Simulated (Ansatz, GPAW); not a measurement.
## A script for AlAs (GLLB-SC)

These are simulated results from GPAW 26.7.0, not measurements. The cell was built from a prototype and was relaxed with r2SCAN in plane waves (Ansatz 0.2.0). Not every such cell is a known phase. All runs are without spin polarisation.

The symmetry is F-43m (No. 216, cubic); a = 5.678 Å in the conventional setting, 22.88 Å³ an atom. Al has 4 As at 2.46 Å; As has 4 Al at 2.46 Å.

GLLB-SC is a model potential. Its fundamental gap is the Kohn-Sham gap plus a derivative discontinuity, which the script evaluates at the band edges among the listed k points. Its total energy isn't variational and serves nothing here.

run.py reads:

```python
import json
from ase import Atoms
from gpaw import GPAW, PW, FermiDirac

atoms = Atoms(['Al', 'As'],
              cell=[[0.0, 2.838925, 2.838925], [2.838925, 0.0, 2.838925], [2.838925, 2.838925, 0.0]],
              scaled_positions=[[-0.0, 0.0, 0.0], [0.25, 0.25, 0.25]],
              pbc=True)
calc = GPAW(mode=PW(400), xc='GLLBSC', kpts={'size': (6, 6, 6), 'gamma': True},
            occupations=FermiDirac(0.02), maxiter=100, legacy_gpaw=True, txt='gpaw.txt')
atoms.calc = calc
res = {'energy': atoms.get_potential_energy(force_consistent=True)}
res['electrons'] = calc.get_number_of_electrons()
res['k'] = calc.get_ibz_k_points().tolist()
res['levels'] = [calc.get_eigenvalues(kpt=i).tolist() for i in range(len(res['k']))]
points = [[0.0, 0.0, 0.0], [-0.5, -0.5, 0.0], [-0.375, -0.375, 0.25], [-0.375, 0.0, 0.375], [0.0, 0.0, 0.5], [-0.5, -0.25, 0.25], [0.0, 0.5, 0.5]]
bands = calc.fixed_density(kpts=points, symmetry='off', nbands=round(res['electrons']) // 2 + 6, convergence={'bands': -2}, txt='bands.txt')
res['points'] = [bands.get_eigenvalues(kpt=i).tolist() for i in range(len(points))]
homo, lumo = bands.get_homo_lumo()
potential = calc.hamiltonian.xc.response.calculate_discontinuity_potential(homo, lumo)
res['discontinuity'] = bands.hamiltonian.xc.response.calculate_discontinuity(potential)
json.dump(res, open('results.json', 'w'))
print('free energy (eV):', round(res['energy'], 5))
```

Command: `python run.py`. It took 6.3 s on 1 thread of Arm Neoverse V1, with other jobs on the host, peak memory 0.14 GiB.

The log gpaw.txt, trimmed of paths, versions and times, then the last line on the terminal. An iter line gives the energy in eV and the logarithms of the changes of orbitals (plane waves alone) and density (c: converged):

```
___ ___ ___ _ _ _
 |   |   |_  | | | |

 | | | | | . | | | |

 |__ |  _|___|_____|  26.7.0
 |___|_|

Input parameters:
  kpts: {gamma: True,
         size: (6, 6, 6)}
  maxiter: 100
  mode: {ecut: 400.0,
         name: pw}
  occupations: {fixmagmom: False,
                name: fermi-dirac,
                width: 0.02}
  xc: GLLBSC

System changes: positions, numbers, cell, pbc, initial_charges, initial_magmoms

Initialize ...

species:
  Al:
    name:    Aluminium
    Z:       13.0
    valence: 3
    core:    10
    charge:  0.0  # [|e|]
    compensation charges:
      type: gauss
      rc: 0.34  # [Å]
      lmax: 2
    cutoffs:
      filter: 1.91  # [Å]
      core: 2.36  # [Å]
    projectors
    | kind |    occ | energy [eV] | rcut [Å] |

    |------|--------|-------------|----------|

    |   3s |  2.000 |      -7.950 |    1.085 |

    |   3p |  1.000 |      -3.225 |    1.085 |

    |    s |        |      19.261 |    1.085 |

    |    p |        |      23.986 |    1.085 |

    |    d |        |       0.000 |    1.085 |

    Using partial waves for Al as LCAO basis

  As:
    name:    Arsenic
    Z:       33.0
    valence: 5
    core:    28
    charge:  0.0  # [|e|]
    compensation charges:
      type: gauss
      rc: 0.33  # [Å]
      lmax: 2
    cutoffs:
      filter: 1.87  # [Å]
      core: 2.96  # [Å]
    projectors
    | kind |    occ | energy [eV] | rcut [Å] |

    |------|--------|-------------|----------|

    |   4s |  2.000 |     -16.478 |    1.058 |

    |   4p |  3.000 |      -7.456 |    1.058 |

    |    s |        |      10.734 |    1.058 |

    |    p |        |      19.755 |    1.058 |

    |    d |        |       0.000 |    1.058 |

    Using partial waves for As as LCAO basis

Reference energy: -68048.438109  # eV

Spin-paired calculation

Convergence criteria:
 Maximum [total energy] change in last 3 cyles: 0.0005 eV / valence electron
 Maximum integral of absolute [dens]ity change: 0.0001 electrons / valence electron
 Maximum integral of absolute [eigenst]ate change: 4e-08 eV^2 / valence electron
 Maximum number of scf [iter]ations: 100
 (Square brackets indicate name in SCF output, whereas a 'c' in
 the SCF output indicates the quantity has converged.)

Symmetries present (total): 24

  ( 1  0  0)  ( 1  0  0)  ( 1  0 -1)  ( 1  0 -1)  ( 1 -1  0)  ( 1 -1  0)
  ( 0  1  0)  ( 0  0  1)  ( 0  1 -1)  ( 0  0 -1)  ( 0 -1  1)  ( 0 -1  0)
  ( 0  0  1)  ( 0  1  0)  ( 0  0 -1)  ( 0  1 -1)  ( 0 -1  0)  ( 0 -1  1)

  ( 0  1  0)  ( 0  1  0)  ( 0  1 -1)  ( 0  1 -1)  ( 0  0  1)  ( 0  0  1)
  ( 1  0  0)  ( 0  0  1)  ( 1  0 -1)  ( 0  0 -1)  ( 1  0  0)  ( 0  1  0)
  ( 0  0  1)  ( 1  0  0)  ( 0  0 -1)  ( 1  0 -1)  ( 0  1  0)  ( 1  0  0)

  ( 0  0 -1)  ( 0  0 -1)  ( 0 -1  1)  ( 0 -1  1)  ( 0 -1  0)  ( 0 -1  0)
  ( 1  0 -1)  ( 0  1 -1)  ( 1 -1  0)  ( 0 -1  0)  ( 1 -1  0)  ( 0 -1  1)
  ( 0  1 -1)  ( 1  0 -1)  ( 0 -1  0)  ( 1 -1  0)  ( 0 -1  1)  ( 1 -1  0)

  (-1  1  0)  (-1  1  0)  (-1  0  1)  (-1  0  1)  (-1  0  0)  (-1  0  0)
  (-1  0  1)  (-1  0  0)  (-1  1  0)  (-1  0  0)  (-1  1  0)  (-1  0  1)
  (-1  0  0)  (-1  0  1)  (-1  0  0)  (-1  1  0)  (-1  0  1)  (-1  1  0)

216 k-points: 6 x 6 x 6 Monkhorst-Pack grid + [1/12,1/12,1/12]
16 k-points in the irreducible part of the Brillouin zone
       k-points in crystal coordinates                weights
   0:     0.00000000    0.00000000    0.00000000          1/216
   1:     0.16666667    0.16666667    0.00000000          6/216
   2:     0.16666667    0.16666667    0.16666667          8/216
   3:     0.33333333    0.16666667    0.16666667         12/216
   4:     0.33333333    0.33333333   -0.33333333         12/216
   5:     0.33333333    0.33333333    0.00000000          6/216
   6:     0.33333333    0.33333333    0.16666667         24/216
   7:     0.33333333    0.33333333    0.33333333          8/216
   8:     0.50000000    0.33333333   -0.33333333         24/216
   9:     0.50000000    0.33333333   -0.16666667         12/216
          ...
  15:     0.50000000    0.50000000    0.50000000          4/216

Wave functions: Plane wave expansion
  Cutoff energy: 400.000 eV
  Number of coefficients (min, max): 806, 869
  Pulay-stress correction: 0.000000 eV/Ang^3 (de/decut=0.000000)
  Using FFTW library
  ScaLapack parameters: grid=1x1, blocksize=None
  Wavefunction extrapolation:
    Improved wavefunction reuse through dual PAW basis

Occupation numbers: Fermi-Dirac:
  width: 0.0200  # eV

Eigensolver
   Davidson(niter=2)

Densities:
  Coarse grid: 20*20*20 grid
  Fine grid: 40*40*40 grid
  Total Charge: 0.000000

Density mixing:
  Method: separate
  Backend: msr1
  Linear mixing parameter: 0.05
  old densities: 10
  Width of damping distribution: 1.1
  Damping of long wavelength oscillations: 20

Hamiltonian:
  XC and Coulomb potentials evaluated on a 40*40*40 grid
  Using the GLLBSC Exchange-Correlation functional
  External potential:
    NoExternalPotential

XC parameters: GLLBSC functional being used consists of
  -----------------------------------------------------------------------
  | Weight | Module     | Description                                   |

  -----------------------------------------------------------------------
  |  1.000 | SCREENING  | GGA_X_PBE_SOL with 2 nearest neighbor stencil |

  |  1.000 | RESPONSE   | eps=0.0500 eV                                 |

  |  1.000 | XC         | GGA_C_PBE_SOL with 2 nearest neighbor stencil |

  -----------------------------------------------------------------------

Memory estimate:
  Process memory now: 110.71 MiB
  Calculator: 9.36 MiB
    Density: 3.92 MiB
      Arrays: 1.59 MiB
      Localized functions: 1.11 MiB
      Mixer: 1.22 MiB
    Hamiltonian: 1.07 MiB
      Arrays: 1.04 MiB
      XC: 0.00 MiB
      Poisson: 0.00 MiB
      vbar: 0.03 MiB
    Wavefunctions: 4.38 MiB
      Arrays psit_nG: 1.70 MiB
      Eigensolver: 0.18 MiB
      Projections: 0.05 MiB
      Projectors: 1.93 MiB
      PW-descriptor: 0.52 MiB

Total number of cores used: 1

Number of atoms: 2
Number of atomic orbitals: 8
Number of bands in calculation: 8
Number of valence electrons: 8
Bands to converge: occupied

... initialized

Initializing position-dependent things.

Density initialized from atomic densities
Creating initial wave functions:
  8 bands from LCAO basis set
Positions:
   0 Al     0.000000    0.000000    0.000000    ( 0.0000,  0.0000,  0.0000)
   1 As     1.419463    1.419463    1.419463    ( 0.0000,  0.0000,  0.0000)

Unit cell:
           periodic     x           y           z      points  spacing
  1. axis:    yes    0.000000    2.838925    2.838925    20     0.1639
  2. axis:    yes    2.838925    0.000000    2.838925    20     0.1639
  3. axis:    yes    2.838925    2.838925    0.000000    20     0.1639

  Lengths:   4.014846   4.014846   4.014846
  Angles:   60.000000  60.000000  60.000000

Effective grid spacing dv^(1/3) = 0.1788

iter:   1   -10.135910
iter:   2   -10.598691   -1.50  -0.74
iter:   3   -10.005236   -1.77  -0.71
iter:   4    -9.860092   -1.79  -1.02
iter:   5    -9.952021   -2.76  -1.43
iter:   6    -9.946035   -3.90  -1.49
iter:   7    -9.943637   -4.39  -1.48
iter:   8    -9.951623   -3.93  -1.59
iter:   9    -9.948689   -3.23  -1.63
iter:  10    -9.947446   -4.52  -2.74
iter:  11    -9.947371c  -5.54  -3.36
iter:  12    -9.946509c  -6.65  -3.65
iter:  13    -9.947178c  -7.00  -3.71
iter:  14    -9.947232c  -8.01c -4.67c

Converged after 14 iterations.

Energy contributions relative to reference atoms: (reference = -68048.438109)

Kinetic:        +37.555403
Potential:      -33.598230
External:        +0.000000
XC:             -14.022932
Entropy (-ST):   -0.000000
Local:           +0.118528
SIC:             +0.000000
--------------------------
Free energy:     -9.947232
Extrapolated:    -9.947232

GLLBSC response reference energy: 3.48216 eV (from HOMO)

Showing only first 2 kpts
 Kpt  Band  Eigenvalues  Occupancy
  0     2      3.48194    2.00000
  0     3      3.48194    2.00000
  0     4      5.97122    0.00000
  0     5      8.07594    0.00000

  1     2      2.74196    2.00000
  1     3      2.74196    2.00000
  1     4      7.08882    0.00000
  1     5      7.71779    0.00000

Fermi level: 4.05643

Gap: 1.693 eV
Transition (v -> c):
  (s=0, k=0, n=3, [0.00, 0.00, 0.00]) -> (s=0, k=12, n=4, [0.50, 0.50, 0.00])
Direct/indirect transitions are different
Direct gap: 2.489 eV
Transition at: (s=0, k=0, n=3, [0.00, 0.00, 0.00])

free energy (eV): -9.94723
```

The gap in the log is over the mesh alone; results.json adds the listed points. GLLB-SC gives a gap of 2.52 eV (1.693 eV Kohn-Sham over the listed points plus 0.826 eV discontinuity). On the same cell, plane-wave PBE (Ansatz, 8×8×8 k points and the special points) gives a gap of 1.46 eV and r2SCAN a gap of 1.81 eV; on shared hosts these took about 2.4 and 5.3 core-seconds on the 2-atom cell, against 6.3 for the script. Semilocal gaps usually lie below measured ones.

The runs are scalar-relativistic, without spin-orbit coupling.
